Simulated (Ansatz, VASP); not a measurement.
# ZnS (Wurtzite-2H): VASP beside Ansatz

```
Zn S
1.0
     3.83624    0.00000    0.00000
    -1.91812    3.32228    0.00000
     0.00000    0.00000    6.27529
Zn S
2 2
Cartesian
  1.9181 1.1074 3.1376
  0.0000 2.2149 0.0000
  1.9181 1.1074 5.5536
  0.0000 2.2149 2.4160
```

Change from the starting cell: volume scaled by 1.02.

Alike in both runs: task single point; functional LDA; k mesh 8 × 8 × 5; occupations fermi-dirac, width 0.05 eV; no spin polarisation.

|  | VASP | Ansatz |
| --- | --- | --- |
| version | VASP 6.6.1 | Ansatz 0.2.0 |
| potentials or method | VASP PAW LDA potentials, release 64 (Zn, S), cutoff 520 eV | all-electron LAPW, scalar-relativistic |

Ansatz gave:

* gap on the k mesh at the Fermi level (eV): 1.90
* least direct gap on the mesh (eV): 1.90
* pressure (GPa): -5.2
* largest component of the traceless stress (GPa): 0.83
* rms of the force components (eV/Å): 0.157

Which values does VASP return?

gap on the k mesh at the Fermi level (eV): 1.92; least direct gap on the mesh (eV): 1.92; pressure (GPa): -5.0; largest component of the traceless stress (GPa): 0.84; rms of the force components (eV/Å): 0.159.

Atom by atom the forces differ by 0.002 eV/Å (rms over components). Ansatz ran all-electron here, so the differences hold the error of VASP's frozen core and of both bases.
